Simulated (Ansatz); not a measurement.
**AlNi3 under changes of volume**

One of the cells (10.998 Å³/atom); the others are scaled copies at fixed shape and fractional positions:

```xyz
4
Lattice="0.0000 2.8019 2.8019 2.8019 0.0000 2.8019 2.8019 2.8019 0.0000" Properties=species:S:1:pos:R:3 pbc="T T T"
Ni    4.2028    4.2028    4.2028
Ni    0.0000    0.0000    0.0000
Ni    1.4009    1.4009    1.4009
Al    2.8019    2.8019    2.8019
```

The cell comes from a database or a generator and needn't be the stable form of this composition.

| Item | Value |
| --- | --- |
| Program | Ansatz 0.2.0 |
| Functional | PBE |
| Potentials or basis | Ansatz PAW |
| Cutoff | 420 eV (not typed: the program's choice for these potentials) |
| k mesh | 8 × 8 × 8 |
| Occupations | fermi-dirac, width 0.05 eV |
| Spin | collinear spin, ferromagnetic start |
| Starting moments | [1.0, 1.0, 1.0, 0.0] μB |

```csv
volume (Å³/atom),energy over the lowest point (meV/atom),pressure (GPa)
10.338,?,?
10.558,40.47,16.6
10.778,21.29,11.6
10.998,8.58,7.1
11.218,1.68,3.1
11.438,0.00,-0.5
11.658,3.00,-3.7
```

What does the run at 10.338 Å³/atom give?

Energy over the lowest point 66.87 meV/atom; pressure 22.1 GPa.

Worked out: A Birch-Murnaghan fit of order 3 (a polynomial in V^(-2/3)) to the other rows has its minimum at 11.40 Å³/atom with B0 = V·E''(V) = 180 GPa and B' = 4.6. It gives 66.87 meV/atom at 10.338 Å³/atom, against the run's 66.87, and -dE/dV = 22.1 GPa, against 22.1.

Energies are extrapolated to zero smearing.

Caveats: the starting moments weren't kept.
